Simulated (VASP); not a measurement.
# Te2Pt (Moncheite) (P-3m1) in VASP: a series of runs, part 2 of 2

VASP 6.6.1. The steps go on from the part before.

**4. Relaxation of cell and atoms, rev-vdW-DF2**

INCAR reads:

```
SYSTEM = Te2Pt
PREC = Accurate ; ENCUT = 600
EDIFF = 1E-6 ; ISMEAR = 1
SIGMA = 0.1 ; LREAL = .FALSE.
LASPH = .TRUE. ; NELM = 80
ALGO = Normal ; ISIF = 3
LWAVE = .FALSE. ; LCHARG = .FALSE.
GGA = MK ; LUSE_VDW = .TRUE.
AGGAC = 0.0 ; PARAM1 = 0.1234
PARAM2 = 0.711357 ; ZAB_VDW = -1.8867
IBRION = 2 ; NSW = 90
EDIFFG = -0.01
```

KPOINTS reads:

```
Automatic mesh
0
G
  12 12 7
  0 0 0
```

POSCAR reads:

```
Te2Pt
1.0
    4.0100000000      0.0000000000      0.0000000000
   -2.0050000000      3.4727618692      0.0000000000
    0.0000000000      0.0000000000      5.2010000000
Te Pt
2 1
Direct
    0.3333333333      0.6666666667      0.2500000000
    0.6666666667      0.3333333333      0.7500000000
    0.0000000000      0.0000000000      0.0000000000
```

Potentials or basis: VASP PAW PBE potentials, release 64 (Te, Pt).

Command:

```
> cat potpaw_PBE.64/Te/POTCAR potpaw_PBE.64/Pt/POTCAR > POTCAR
> mpirun -np 1 vasp_std > vasp.out
```

OUTCAR:

```text
SYSTEM = Te2Pt
   PREC = Accurate
   ENCUT = 600
   EDIFF = 1E-6
   ISMEAR = 1
   LREAL = .FALSE.
   LASPH = .TRUE.
   NELM = 80
   ISIF = 3
   GGA = MK
   IBRION = 2
   NSW = 90
   EDIFFG = -0.01

 ion  position               nearest neighbor table
   1  0.333  0.667  0.250-   3 2.66   3 2.66   3 2.66   2 3.48   2 3.48   2 3.48   2 3.48   2 3.48
                             2 3.48
   2  0.667  0.333  0.750-   3 2.66   3 2.66   3 2.66   1 3.48   1 3.48   1 3.48   1 3.48   1 3.48
                             1 3.48
   3  0.000  0.000  0.000-   1 2.66   2 2.66   2 2.66   1 2.66   2 2.66   1 2.66

  LATTYP: Found a hexagonal cell.
 ALAT       =     4.0100000000
 C/A-ratio  =     1.2970074813

  Lattice vectors:

 A1 = (   4.0100000000,   0.0000000000,   0.0000000000)
 A2 = (  -2.0050000000,   3.4727618692,   0.0000000000)
 A3 = (   0.0000000000,   0.0000000000,   5.2010000000)

Analysis of symmetry for initial positions (statically):
=====================================================================
 Subroutine PRICEL returns:
 Original cell was already a primitive cell.

 Routine SETGRP: Setting up the symmetry group for a
 hexagonal supercell.

 Subroutine GETGRP returns: Found 12 space group operations
 (whereof 12 operations were pure point group operations)
 out of a pool of 24 trial point group operations.

The static configuration has the point symmetry D_3d.

Analysis of symmetry for dynamics (positions and initial velocities):
[... 212 lines left out ...]

 k-point     1 :       0.0000    0.0000    0.0000
  band No.  band energies     occupation
      1      -6.3469      2.00000
      2      -3.7987      2.00000
      3       0.9276      2.00000
      4       1.8558      2.00000
      5       1.8558      2.00000
      6       3.5568      2.00000
      7       3.5568      2.00000
      8       4.3557      2.00000
      9       6.1501      2.00000
     10       6.1501      2.00000
     11       7.3770     -0.00000
     12       7.3770     -0.00000
     13       7.7528     -0.00000
     14       9.6316      0.00000
[... 488 lines left out ...]
  energy  without entropy=       -8.1780996064  energy(sigma->0) =       -8.17772795

Total vdW correction in eV:      3.5124960

[... ionic steps 4 to 12 ...]

--------------------------------------- Ionic step       13  -------------------------------------------

 number of electron      21.9999999 magnetization

------------------------ aborting loop because EDIFF is reached ----------------------------------------
[... 73 lines left out ...]
--------------------------------------- Ionic step       15  -------------------------------------------

 number of electron      21.9999999 magnetization

 Free energy of the ion-electron system (eV)
  ---------------------------------------------------
  ext. energy  EPLUGINS =         0.00000000
  ---------------------------------------------------
  free energy    TOTEN  =        -8.18893582 eV

  energy without entropy =       -8.18996262  energy(sigma->0) =       -8.18927809

 E-fermi :   8.2217     XC(G=0): -10.4677

 val. band max:        8.2126217968   @ k =   0.0833   0.0833   0.4286
 cond. band min:       8.2379951304   @ k =  -0.2500  -0.4167   0.1429
 fundamental gap:      0.0253733337
 Fermi energy:         8.2217421444

 k-point     1 :       0.0000    0.0000    0.0000
  band No.  band energies     occupation
      1      -5.5923      2.00000
      2      -2.3389      2.00000
      3       1.7098      2.00000
      4       2.7525      2.00000
      5       2.7525      2.00000
      6       4.6407      2.00000
      7       4.6407      2.00000
      8       5.6422      2.00000
      9       7.7782      2.00000
     10       7.7782      2.00000
     11       9.1346     -0.00000
     12       9.1346     -0.00000
     13       9.7065     -0.00000
     14      10.9938      0.00000
[... 449 lines left out ...]
  energy  without entropy=       -8.1899626155  energy(sigma->0) =       -8.18927809

Total vdW correction in eV:      3.4657389

 reached required accuracy - stopping structural energy minimisation
```

Wall time 15 min (1 thread of Intel Xeon 6975P-C (Granite Rapids), shared host); peak memory 0.58 GiB.

What came out:

| Item | Value |
| --- | --- |
| Free energy | -8.1889 eV |
| Relaxed volume | 25.04 Å³/atom |
| Relaxed cell | a = 4.072 Å, b = 4.072 Å, c = 5.231 Å, α = 90.00°, β = 90.00°, γ = 120.00° |
| Space group after relaxing (to 0.05 Å) | P-3m1 (No. 164) |
| Energy gained by relaxing | 41.9 meV/atom |
| Ionic steps | 15 |
| Pressure after relaxing | 0.0 GPa |
| Band gap on the k mesh | none (metal or under the smearing width) |

The path:
```
step  energy change (eV)  largest force (eV/Å)  pressure (GPa)  volume (Å³)
   1              0.0000                1.1277            7.25        72.43
   2              0.1506                0.7650           -8.56        84.50
   3             -0.1144                0.2157           -0.55        76.83
   4             -0.1145                0.2396           -0.36        76.69
   5             -0.1145                0.2547           -0.21        76.60
   6             -0.1199                0.1763           -0.09        76.25
   7             -0.1232                0.0601            0.12        75.68
   8             -0.1241                0.0068           -0.38        75.83
   9             -0.1242                0.0118           -0.42        75.85
  10             -0.1248                0.0099           -0.37        75.67
  11             -0.1257                0.0071           -0.09        75.16
  12             -0.1257                0.0073           -0.06        75.11
  13             -0.1257                0.0071           -0.05        75.12
  14             -0.1257                0.0070           -0.06        75.14
  15             -0.1258                0.0008            0.00        75.11
```

Final structure:
```
Te Pt
1.0
     4.07206    0.00000    0.00000
    -2.03603    3.52651    0.00000
     0.00000    0.00000    5.23055
Te Pt
2 1
Direct
  0.33333 0.66667 0.26198
  0.66667 0.33333 0.73802
  0.00000 0.00000 0.00000
```

Caveat: the PAW data sets were made with another functional, which shifts forces and pressure a little. The run has no spin-orbit coupling, so splittings on Pt, Te are missing.

**5. Relaxation of cell and atoms, rev-vdW-DF2**

This run uses another cell than the first one, of 25.04 Å³/atom, 1.037 times its volume.

Edit INCAR of step 4 so:

```diff
@@ -2,3 +2,3 @@
 PREC = Accurate ; ENCUT = 600
-EDIFF = 1E-6 ; ISMEAR = 1
+EDIFF = 1E-7 ; ISMEAR = 1
 SIGMA = 0.1 ; LREAL = .FALSE.
@@ -11,2 +11,2 @@
 IBRION = 2 ; NSW = 90
-EDIFFG = -0.01
+EDIFFG = -0.005
```

KPOINTS is that of step 4.

POSCAR reads:

```
Te2Pt                                   
1.0
    4.0720585702     -0.0000000000      0.0000000000
   -2.0360292851      3.5265061675     -0.0000000000
    0.0000000000     -0.0000000000      5.2305522689
  Te              Pt            
     2     1
Direct
     0.3333333332999970    0.6666666667000030    0.2619844580049570
     0.6666666667000030    0.3333333332999970    0.7380155419950430
     0.0000000000000000    0.0000000000000000    1.0000000000000000
```

Command:

```
> cat potpaw_PBE.64/Te/POTCAR potpaw_PBE.64/Pt/POTCAR > POTCAR
> mpirun -np 1 vasp_std > vasp.out
```

Run time: 2.4 min. Hardware: 1 thread of Intel Xeon 6975P-C (Granite Rapids), shared host; peak memory 0.63 GiB.

Results (log left out):

```
Free energy             : -8.1891 eV
Pressure after relaxing : 0.0 GPa
Band gap on the k mesh  : none (metal or under the smearing width)
```

Final structure:
```cif
data_structure
_symmetry_space_group_name_H-M 'P 1'
_symmetry_Int_Tables_number 1
_cell_length_a 4.0721
_cell_length_b 4.0721
_cell_length_c 5.2306
_cell_angle_alpha 90.000
_cell_angle_beta 90.000
_cell_angle_gamma 120.000
_cell_volume 75.11
loop_
_atom_site_label
_atom_site_type_symbol
_atom_site_fract_x
_atom_site_fract_y
_atom_site_fract_z
_atom_site_occupancy
Te1 Te 0.33333 0.66667 0.26198 1
Te2 Te 0.66667 0.33333 0.73802 1
Pt1 Pt 0.00000 0.00000 0.00000 1
```

Levels at points of the mesh, in eV from the Fermi level:
| k point | band 7 | band 8 | band 9 | band 10 | band 11 | band 12 | band 13 | band 14 | band 15 |
| --- | --- | --- | --- | --- | --- | --- | --- | --- | --- |
| (0.00, 0.00, 0.00) | -3.58 | -2.58 | -0.44 | -0.44 | 0.91 | 0.91 | 1.48 | 2.77 | 4.00 |
| (0.50, 0.00, 0.00) | -3.30 | -3.29 | -3.26 | -3.24 | -2.80 | 0.12 | 2.48 | 3.87 | 5.36 |

Caveat: the relaxation stopped at its first step, so nothing moved; the PAW data sets were made with another functional, which shifts forces and pressure a little. The run has no spin-orbit coupling, so splittings on Pt, Te are missing.
